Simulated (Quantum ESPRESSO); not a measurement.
The system is SiC.

```
CELL_PARAMETERS angstrom
3.07569 0.00000 0.00000
-1.53785 2.66363 0.00000
0.00000 0.00000 10.07065
ATOMIC_POSITIONS crystal
Si 0.00000 0.00000 0.18789
Si 0.00000 0.00000 0.68789
Si 0.33333 0.66667 0.43784
Si 0.66667 0.33333 0.93784
C 0.00000 0.00000 0.00046
C 0.00000 0.00000 0.50046
C 0.33333 0.66667 0.24980
C 0.66667 0.33333 0.74980
```

The cell is a database's computed one.

Base run:

```yaml
Program: Quantum ESPRESSO 7.5
Functional: vdW-DF-cx
Potentials_or_basis: PseudoDojo 0.4.1 SR PBE standard
Cutoff: 1116 eV
Density_cutoff: 4463 eV
k_mesh: 10 × 10 × 3
Occupations: fermi-dirac, width 0.05 eV
Spin: no spin polarisation
```

Its results: band gap on the k mesh 2.19 eV, indirect (least direct gap 3.32 eV); pressure 2.5 GPa; largest force 0.009 eV/Å.

Q: The run is repeated on the same cell with these changes: functional from vdW-DF-cx to optB88-vdW. What comes out?

A: Band gap on the k mesh 2.39 eV, indirect (least direct gap 3.50 eV); pressure 5.5 GPa; largest force 0.014 eV/Å.

Caveats: the potentials were made for another functional, which shifts forces and pressure.

Not every run made on this cell is shown here.
